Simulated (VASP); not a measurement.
A run of VASP 6.6.1:

The input INCAR:

```
SYSTEM = ScHO2
ALGO = Normal ; EDIFF = 1E-7
ENCUT = 520 ; GGA = PS
ISIF = 2 ; ISMEAR = 0
LASPH = .True. ; LCHARG = .False.
LREAL = .False. ; LWAVE = .False.
NBANDS = 20 ; NELM = 100
PREC = Accurate ; SIGMA = 0.05
```

File KPOINTS:

```
k-points
0
Gamma
  9 9 9
  0 0 0
```

File POSCAR:

```
ScHO2
1.0
    1.6165890435      0.9333381194      4.5309241552
   -1.6165890435      0.9333381194      4.5309241552
    0.0000000000     -1.8666762389      4.5309241552
Sc H O
1 1 2
Direct
    0.0000000000      0.0000000000      0.0000000000
    0.5000000000      0.5000000000      0.5000000000
    0.5897010000      0.5897010000      0.5897010000
    0.4102990000      0.4102990000      0.4102990000
```

Potentials or basis: VASP PAW PBE potentials, release 64 (Sc_sv, H, O).

The run is started by

```console
$ cat potpaw_PBE.64/Sc_sv/POTCAR potpaw_PBE.64/H/POTCAR potpaw_PBE.64/O/POTCAR > POTCAR
$ mpirun -np 1 vasp_std > vasp.out
```

Hardware: 1 thread of AMD EPYC 9R45 (Zen 5), on a shared host.

How long does it take, and how much memory?

Wall time 86 s on 1 thread of AMD EPYC 9R45 (Zen 5), with other jobs on the host, peak memory 0.21 GiB. Counts: scf iterations 15, k points 85.
